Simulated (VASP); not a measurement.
**TiPbO3: dielectric tensor with PBEsol**

Crystal: TiPbO3.

```xyz
5
Lattice="3.8769 0.0000 0.0000 0.0000 3.8769 0.0000 0.0000 0.0000 4.1767" Properties=species:S:1:pos:R:3 pbc="T T T"
Ti    1.9384    1.9384    2.2409
Pb    0.0000    0.0000    4.1731
O     1.9384    1.9384    0.4638
O     1.9384    0.0000    2.5781
O     0.0000    1.9384    2.5781
```

```
Program                : VASP 6.6.1
Task                   : dielectric tensor
Functional             : PBEsol
Potentials or basis    : VASP PAW PBE potentials, release 64 (Ti_sv, Pb_d, O)
Cutoff                 : 600 eV
k mesh                 : 10 × 10 × 8
Occupations            : gaussian, width 0.03 eV
Spin                   : no spin polarisation
Monkhorst-Pack mesh    : yes
Further INCAR settings : ALGO = Normal; EDIFF = 1e-08
```

- Electronic dielectric tensor (diagonal): 7.42, 7.42, 6.83
- Born charges (mean of the diagonal): Ti +5.87; Pb +3.66; O -2.89, -3.32 e

Levels at points of the mesh, in eV from the valence-band top:
| k point | band 19 | band 20 | band 21 | band 22 | band 23 | band 24 | band 25 | band 26 |
| --- | --- | --- | --- | --- | --- | --- | --- | --- |
| (0.05, 0.05, 0.06) | -1.83 | -1.76 | -1.38 | -1.29 | 1.89 | 2.89 | 2.94 | 4.52 |

Electronic dielectric tensor:
```
7.42 0.00 0.00
0.00 7.42 0.00
0.00 0.00 6.83
```

Born effective charge tensors (e):
atom 1, Ti
```
6.19 0.00 0.00
0.00 6.19 0.00
0.00 0.00 5.23
```
atom 2, Pb
```
3.75 0.00 0.00
0.00 3.75 0.00
0.00 0.00 3.46
```
atom 3, O
```
-2.13  0.00  0.00
 0.00 -2.13  0.00
 0.00  0.00 -4.42
```
atom 4, O
```
-2.64  0.00  0.00
 0.00 -5.18  0.00
 0.00  0.00 -2.13
```
atom 5, O
```
-5.18  0.00  0.00
 0.00 -2.64  0.00
 0.00  0.00 -2.13
```

Wall time 15 min on 2 MPI ranks on Intel(R) Xeon(R) Platinum 8559C (Emerald Rapids) (shared host), peak memory 0.92 GiB a rank.

 Spin-orbit coupling is left out, which matters for the levels of Pb.
